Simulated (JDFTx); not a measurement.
## CuO (Tenorite): single point with PBEsol

Crystal: CuO (Tenorite).

```
Cu O
1.0
     2.34465   -1.71340    0.00000
     2.34465    1.71340    0.00000
    -0.86055    0.00000    5.05944
Cu O
2 2
Direct
  0.50570 0.99000 0.49524
  0.01154 0.50101 0.99728
  0.40012 0.57752 0.76099
  0.57635 0.41408 0.25814
```

The cell isn't the ideal one: atoms moved at random, drawn with an rms of 0.05 Å.

```
Program             : JDFTx 1.7.0 (patched build)
Task                : single point
Functional          : PBEsol
Potentials or basis : PseudoDojo-SR-PBEsol-0.4.1-standard with smoothed tails
Cutoff              : 1252 eV
Density cutoff      : 10014 eV
k mesh              : 10 × 10 × 5
Occupations         : fermi-dirac, width 0.05 eV
Spin                : no spin polarisation
```

- Pressure: -2.1 GPa
- Largest force: 1.565 eV/Å
- Band gap on the k mesh: none (metal or under the smearing width)
- Loewdin charges: Cu +1.00, +1.02; O -0.89 e

Forces in eV/Å, atoms in the order of the input:
```
Cu  -0.205  0.228  0.819
Cu  -1.068  0.489  0.772
O    0.865 -0.844 -0.995
O    0.409  0.126 -0.597
```

Stress tensor (GPa, compression positive):
```
-2.09  0.01 -1.96
 0.01 -0.35  0.66
-1.96  0.66 -3.86
```

Levels at points of the mesh, in eV from the Fermi level:
| k point | band 21 | band 22 | band 23 | band 24 | band 25 | band 26 | band 27 | band 28 | band 29 |
| --- | --- | --- | --- | --- | --- | --- | --- | --- | --- |
| (0.00, 0.00, 0.00) | -2.23 | -2.09 | -1.99 | -1.54 | 0.23 | 0.92 | 1.62 | 5.87 | 8.03 |
| (0.00, 0.50, 0.00) | -1.92 | -1.49 | -1.40 | -1.28 | -0.12 | 0.35 | 4.75 | 6.16 | 6.81 |
| (0.50, 0.00, 0.00) | -1.99 | -1.48 | -1.42 | -1.29 | -0.01 | 0.26 | 4.80 | 6.17 | 6.84 |
| (0.50, 0.50, 0.00) | -2.03 | -2.00 | -1.66 | -1.11 | -0.58 | 1.01 | 3.25 | 6.83 | 8.46 |

Run time: 13 min on 1 thread of Intel(R) Xeon(R) 6975P-C (Granite Rapids), with other jobs on the host, peak memory 1.6 GiB.

Caveat: the atomic charges don't sum to the cell's charge; the run has no spin polarisation, though such a crystal can be magnetic; semilocal functionals often make such compounds metallic where correlation or magnetic order opens a gap, which also shifts bond lengths.
